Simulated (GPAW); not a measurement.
# WC (Qusongite) (P-6m2) in GPAW: notebook

Aim: see how the results for WC (Qusongite) move with the level of theory and the settings. Levels: BLYP+D4, PBE. Tasks: relaxation of cell and atoms, single point.

All numbers are computed with GPAW 26.7.0; they aren't measurements. Logs are shortened: lines on timing, memory, paths and dates and some standing lists are left out, and cuts for length are marked. The log counts tension as positive stress, the text compression.

### Step 1. Starting point

The structure is hexagonal, space group P-6m2 (No. 187). Conventional cell: a = 2.907 Å, b = 2.907 Å, c = 2.837 Å, α = 90.00°, β = 90.00°, γ = 120.00°. W (site symmetry -6m2) is surrounded by 6 C at 2.20 Å. C (site symmetry -6m2) has 6 W at 2.20 Å as nearest neighbours.

### Step 2. Relaxation of cell and atoms, BLYP+D4, target pressure -2 GPa, at which the enthalpy is minimised

run.py

```python
from ase import Atoms
from ase.calculators.mixing import SumCalculator
from ase.filters import FrechetCellFilter
from ase.io import write
from ase.optimize import LBFGS
from ase.units import GPa
from dftd4.ase import DFTD4
from gpaw import GPAW, PW, setup_paths

setup_paths.insert(0, '.')

atoms = Atoms(['W', 'C'],
              cell=[[2.9065, 0.0, 0.0],
                    [-1.45325, 2.5171028361, 0.0],
                    [0.0, 0.0, 2.8366]],
              scaled_positions=[[0.0, 0.0, 0.0],
                                [0.6666666667, 0.3333333333, 0.5]],
              pbc=True)

calc = GPAW(mode=PW(800),
            xc='BLYP',
            kpts={'size': (10, 10, 9), 'gamma': True},
            occupations={'name': 'fermi-dirac', 'width': 0.05},
            nbands=19,
            convergence={'density': 1e-05, 'forces': 0.0001},
            eigensolver='davidson',
            maxiter=150,
            txt='gpaw.txt')
atoms.calc = SumCalculator([calc, DFTD4(method='blyp')])
opt = LBFGS(FrechetCellFilter(atoms, scalar_pressure=-2 * GPa), trajectory='relax.traj', logfile='-')
done = opt.run(fmax=0.02, steps=100)
calc.write('gs.gpw')
write('result.traj', atoms)
print('Converged:', done)
print('Cell:', atoms.cell.cellpar().round(4))
print('Volume:', round(atoms.get_volume(), 4))
print(atoms.get_scaled_positions().round(5))
```

Potentials or basis: PAW data sets generated in the run's folder for this functional, pw.

On the command line:

```console
gpaw-setup -f BLYP C W
OMP_NUM_THREADS=1 python run.py
```

gpaw.txt:

```text
__  _  _
 | _ |_)|_||  |
 |__||  | ||/\| - 26.7.0

Input parameters:
  mode=PW(ecut=800.0),
  convergence={'density': 1e-05, 'forces': 0.0001},
  eigensolver=Davidson(niter=2),
  kpts=MonkhorstPack(size=(10, 10, 9), gamma=True),
  maxiter=150,
  nbands=19,
  occupations=Occupations(name='fermi-dirac', width=0.05),
  xc=XC(name='BLYP')

Diagonalizing LCAO Hamiltonian
Converting LCAO to pw mode

           C

       W

Atoms  # Å, Bohr magnetons
|   | symbol |        x |        y |        z |    initial magnetic moments |
|---|--------|----------|----------|----------|-----------------------------|
| 0 |      W | 0.000000 | 0.000000 | 0.000000 | ( 0.0000,  0.0000,  0.0000) |
| 1 |      C | 1.453250 | 0.839034 | 1.418300 | ( 0.0000,  0.0000,  0.0000) |

Unit cell  # Å
| periodic |         x |        y |        z |  lengths |     angles |
|----------|-----------|----------|----------|----------|------------|
|      yes |  2.906500 | 0.000000 | 0.000000 | 2.906500 |  90.000000 |
|      yes | -1.453250 | 2.517103 | 0.000000 | 2.906500 |  90.000000 |
|      yes |  0.000000 | 0.000000 | 2.836600 | 2.836600 | 120.000000 |

Number of symmetries: 12
Symmetry operations  # r_c * U_cc + t_c -> r_c
|    | kind |            matrix            |
|----|------|------------------------------|
|  0 |  σ   |  1, 1, 0,  0,-1, 0,  0, 0, 1 |
|  1 |  C2  |  1, 1, 0,  0,-1, 0,  0, 0,-1 |
|  2 |  E   |  1, 0, 0,  0, 1, 0,  0, 0, 1 |
|  3 |  σ   |  1, 0, 0,  0, 1, 0,  0, 0,-1 |
|  4 |  C3  |  0, 1, 0, -1,-1, 0,  0, 0, 1 |
|  5 |  S3  |  0, 1, 0, -1,-1, 0,  0, 0,-1 |
|  6 |  σ   |  0,-1, 0, -1, 0, 0,  0, 0, 1 |
|  7 |  C2  |  0,-1, 0, -1, 0, 0,  0, 0,-1 |
|  8 |  σ   | -1, 0, 0,  1, 1, 0,  0, 0, 1 |
|  9 |  C2  | -1, 0, 0,  1, 1, 0,  0, 0,-1 |
| 10 |  C3  | -1,-1, 0,  1, 0, 0,  0, 0, 1 |
| 11 |  S3  | -1,-1, 0,  1, 0, 0,  0, 0,-1 |
[... 134 lines left out ...]
SCF iterations
|iter     | |      energy | eigst |  dens |force |
|---------|-|-------------|-------|-------|------|
|iter:   1| |  -20.400325 | -0.15 |       |      |
|iter:   2| |  -19.857358 | -2.28 | -0.90 |      |
|iter:   3| |  -18.674701 | -1.60 | -0.97 |      |
|iter:   4| |  -18.681228 | -3.56 | -1.69 |      |
|iter:   5| |  -18.691418 | -3.40 | -1.89 |      |
|iter:   6| |  -18.691440 | -5.20 | -2.97 |      |
|iter:   7| |  -18.691443c| -6.29 | -3.49 |      |
[... 88 lines left out ...]
| 3 |  C2  |  0,-1, 0, -1, 0, 0,  0, 0,-1 |
[... 134 lines left out ...]
SCF iterations
|iter     | |      energy | eigst |  dens |force |
|---------|-|-------------|-------|-------|------|
|iter:   1| |  -20.407189 | -0.15 |       |      |
|iter:   2| |  -19.863322 | -2.28 | -0.90 |      |
|iter:   3| |  -18.684760 | -1.60 | -0.97 |      |
|iter:   4| |  -18.691411 | -3.56 | -1.68 |      |
|iter:   5| |  -18.701757 | -3.39 | -1.89 |      |
|iter:   6| |  -18.701776 | -5.21 | -2.98 |      |
|iter:   7| |  -18.701778c| -6.29 | -3.49 |      |
|iter:   8| |  -18.701778c| -7.87c| -4.31 |      |
|iter:   9| |  -18.701779c| -8.77c| -4.83 |      |
|iter:  10| |  -18.701779c| -9.94c| -5.70c|      |
|iter:  11| |  -18.701779c|-11.53c| -6.47c|-7.10c|
[... 44 lines left out ...]
Stress tensor  # eV/Ang^3
|         x |         y |         z |
|-----------|-----------|-----------|
| -0.090034 | -0.000000 |  0.000000 |
| -0.000000 | -0.090035 |  0.000000 |
|  0.000000 |  0.000000 | -0.080276 |

Forces  # eV/Ang
|        x |        y |       z |
|----------|----------|---------|
| -0.00000 |  0.00000 | 0.00000 |  # W    0
|  0.00000 | -0.00000 | 0.00000 |  # C    1

Interpolating wave functions to new cell

           C

       W

Atoms  # Å, Bohr magnetons
|   | symbol |         x |        y |        z |    initial magnetic moments |
|---|--------|-----------|----------|----------|-----------------------------|
| 0 |      W | -0.000000 | 0.000000 | 0.000000 | ( 0.0000,  0.0000,  0.0000) |
| 1 |      C |  1.459125 | 0.842426 | 1.421054 | ( 0.0000,  0.0000,  0.0000) |

Unit cell  # Å
| periodic |         x |         y |         z |  lengths |     angles |
|----------|-----------|-----------|-----------|----------|------------|
|      yes |  2.918250 |  0.000000 | -0.000000 | 2.918250 |  90.000000 |
|      yes | -1.459125 |  2.527279 | -0.000000 | 2.918250 |  90.000000 |
|      yes | -0.000000 | -0.000000 |  2.842108 | 2.842108 | 119.999994 |

Number of symmetries: 4
Symmetry operations  # r_c * U_cc + t_c -> r_c
|   | kind |            matrix            |
|---|------|------------------------------|
| 0 |  E   |  1, 0, 0,  0, 1, 0,  0, 0, 1 |
| 1 |  σ   |  1, 0, 0,  0, 1, 0,  0, 0,-1 |
| 2 |  σ   |  0,-1, 0, -1, 0, 0,  0, 0, 1 |
| 3 |  C2  |  0,-1, 0, -1, 0, 0,  0, 0,-1 |
[... 206 lines left out ...]
       W

Atoms  # Å, Bohr magnetons
|   | symbol |        x |         y |        z |    initial magnetic moments |
|---|--------|----------|-----------|----------|-----------------------------|
| 0 |      W | 0.000000 | -0.000000 | 0.000000 | ( 0.0000,  0.0000,  0.0000) |
| 1 |      C | 1.459379 |  0.842573 | 1.420724 | ( 0.0000,  0.0000,  0.0000) |

Unit cell  # Å
| periodic |         x |        y |         z |  lengths |     angles |
|----------|-----------|----------|-----------|----------|------------|
|      yes |  2.918759 | 0.000000 | -0.000000 | 2.918759 |  90.000000 |
|      yes | -1.459379 | 2.527719 | -0.000000 | 2.918759 |  90.000000 |
|      yes | -0.000000 | 0.000000 |  2.841447 | 2.841447 | 119.999992 |

Number of symmetries: 4
Symmetry operations  # r_c * U_cc + t_c -> r_c
|   | kind |            matrix            |
|---|------|------------------------------|
| 0 |  E   |  1, 0, 0,  0, 1, 0,  0, 0, 1 |
| 1 |  σ   |  1, 0, 0,  0, 1, 0,  0, 0,-1 |
| 2 |  σ   |  0,-1, 0, -1, 0, 0,  0, 0, 1 |
| 3 |  C2  |  0,-1, 0, -1, 0, 0,  0, 0,-1 |
[... 205 lines left out ...]
       W

Atoms  # Å, Bohr magnetons
|   | symbol |        x |         y |        z |    initial magnetic moments |
|---|--------|----------|-----------|----------|-----------------------------|
| 0 |      W | 0.000000 | -0.000000 | 0.000000 | ( 0.0000,  0.0000,  0.0000) |
| 1 |      C | 1.459624 |  0.842714 | 1.420089 | ( 0.0000,  0.0000,  0.0000) |

Unit cell  # Å
| periodic |         x |        y |         z |  lengths |     angles |
|----------|-----------|----------|-----------|----------|------------|
|      yes |  2.919248 | 0.000000 | -0.000000 | 2.919248 |  90.000000 |
|      yes | -1.459624 | 2.528143 | -0.000000 | 2.919248 |  90.000000 |
|      yes | -0.000000 | 0.000000 |  2.840177 | 2.840177 | 119.999989 |

Number of symmetries: 4
Symmetry operations  # r_c * U_cc + t_c -> r_c
|   | kind |            matrix            |
|---|------|------------------------------|
| 0 |  E   |  1, 0, 0,  0, 1, 0,  0, 0, 1 |
| 1 |  σ   |  1, 0, 0,  0, 1, 0,  0, 0,-1 |
| 2 |  σ   |  0,-1, 0, -1, 0, 0,  0, 0, 1 |
| 3 |  C2  |  0,-1, 0, -1, 0, 0,  0, 0,-1 |
[... 195 lines left out ...]
Forces  # eV/Ang
|       x |        y |       z |
|---------|----------|---------|
| 0.00000 | -0.00000 | 0.00000 |  # W    0
| 0.00000 | -0.00000 | 0.00000 |  # C    1

# Writing to gs.gpw (mode='')
```

stdout:

```text
Step          Energy          fmax
LBFGS:    0      -20.818574        0.277808
LBFGS:    1      -20.820718        0.144177
LBFGS:    2      -20.821561        0.036020
LBFGS:    3      -20.821583        0.025326
LBFGS:    4      -20.821585        0.001263
Converged: True
Cell: [  2.9192   2.9192   2.8402  90.      90.     120.    ]
Volume: 20.9613
[[0.      1.      0.     ]
 [0.66667 0.33333 0.5    ]]
```

Run time: 2.1 min. Hardware: 1 thread of Arm Neoverse V2, shared host; peak memory 0.36 GiB.

Results:

| Quantity | Value |
| --- | --- |
| Free energy | -20.5610 eV |
| Relaxed volume | 10.48 Å³/atom |
| Relaxed cell | a = 2.919 Å, b = 2.919 Å, c = 2.840 Å, α = 90.00°, β = 90.00°, γ = 120.00° |
| Space group after relaxing (to 0.05 Å) | P-6m2 (No. 187) |
| Energy change on relaxing (the enthalpy is what falls) | -0.2 meV/atom |
| Ionic steps | 5 |
| Pressure after relaxing | -2.0 GPa |
| Band gap on the k mesh | none (metal or under the smearing width) |
| Dispersion energy per atom | -0.925 eV |

The path:
```
step  energy change (eV)  largest force (eV/Å)  pressure (GPa)  volume (Å³)
   1              0.0000                0.0000            1.72        20.75
   2             -0.0008                0.0000           -0.26        20.86
   3             -0.0004                0.0000           -2.05        20.96
   4             -0.0004                0.0000           -2.08        20.96
   5             -0.0004                0.0000           -2.02        20.96
```

Final structure:
```yaml
crystal:
  lattice:
    - [2.91925, 0.00000, 0.00000]
    - [-1.45962, 2.52814, 0.00000]
    - [0.00000, 0.00000, 2.84018]
  atoms:
    - { symbol: W, position: [0.00000, 0.00000, 0.00000] }
    - { symbol: C, position: [0.66667, 0.33333, 0.50000] }
```

Caveat: later steps reuse the first step's grids; pairwise dispersion overbinds metals, which lowers pressure and volume. Spin-orbit coupling is left out, which matters for the levels of W.

### Step 3. Single point, PBE

run.py

```python
from ase.dft.bandgap import bandgap
from ase.io import read, write
from ase.units import GPa
from gpaw import GPAW, PW

atoms = read('POSCAR')

calc = GPAW(mode=PW(800),
            xc='PBE',
            kpts={'size': (10, 10, 9), 'gamma': True},
            occupations={'name': 'methfessel-paxton', 'order': 0, 'width': 0.028999999999999998},
            nbands=19,
            convergence={'density': 1e-05, 'energy': 1e-05},
            maxiter=150,
            txt='gpaw.txt')
atoms.calc = calc
energy = atoms.get_potential_energy()
forces = atoms.get_forces()
stress = atoms.get_stress()
calc.write('gs.gpw')
write('result.traj', atoms)
print(f'Energy: {energy:.6f} eV')
print('Forces (eV/A):')
print(forces.round(4))
print('Stress (GPa):', (stress / GPa).round(3))
print('Fermi level:', round(calc.get_fermi_level(), 4), 'eV')
print(f'Gap: {bandgap(calc)[0]:.4f} eV, direct: {bandgap(calc, direct=True)[0]:.4f} eV')
```

POSCAR

```
WC
1.0
    2.9065000000      0.0000000000      0.0000000000
   -1.4532500000      2.5171028361      0.0000000000
    0.0000000000      0.0000000000      2.8366000000
W C
1 1
Direct
    0.0000000000      0.0000000000      0.0000000000
    0.6666666667      0.3333333333      0.5000000000
```

Potentials or basis: GPAW PAW data sets (gpaw-data 1.2.1), pw.

On the command line:

```console
OMP_NUM_THREADS=1 python run.py
```

Wall time 18 s (1 thread of Arm Neoverse V2, shared host); peak memory 0.17 GiB.

It converged, with:

| Quantity | Value |
| --- | --- |
| Free energy | -21.1191 eV |
| Pressure | 5.4 GPa |
| Band gap on the k mesh | none (metal or under the smearing width) |

Stress tensor (GPa, compression positive):
```
5.62 0.00 0.00
0.00 5.62 0.00
0.00 0.00 4.84
```

Levels at points of the mesh, in eV from the Fermi level:
```tsv
k point	band 7	band 8	band 9	band 10	band 11	band 12
(0.00, 0.00, 0.00)	-3.34	-3.34	0.07	3.22	3.22	5.61
(0.50, 0.50, 0.00)	-3.62	-3.57	-0.48	2.33	4.52	4.87
```

Spin-orbit coupling is left out, which matters for the levels of W.
